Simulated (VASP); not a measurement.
MgO:

```
Mg O
1.0
     0.00000    2.09700    2.09700
     2.09700    0.00000    2.09700
     2.09700    2.09700    0.00000
Mg O
1 1
Direct
  0.00000 0.00000 0.00000
  0.50000 0.50000 0.50000
```

The cell is a database's computed one.

Base run:

* Program: VASP 6.6.1
* Functional: TB-mBJ
* Potentials or basis: VASP PAW PBE potentials, release 64 (Mg, O)
* Cutoff: 520 eV
* k mesh: 12 × 12 × 12
* Occupations: gaussian, width 0.02 eV
* Spin: no spin polarisation

Its results: band gap on the k mesh 6.90 eV, direct.

The run is repeated on the same cell with these changes: functional from TB-mBJ to r2SCAN. What comes out?

Band gap on the k mesh 5.74 eV, direct.

Not every run made on this cell is shown here.
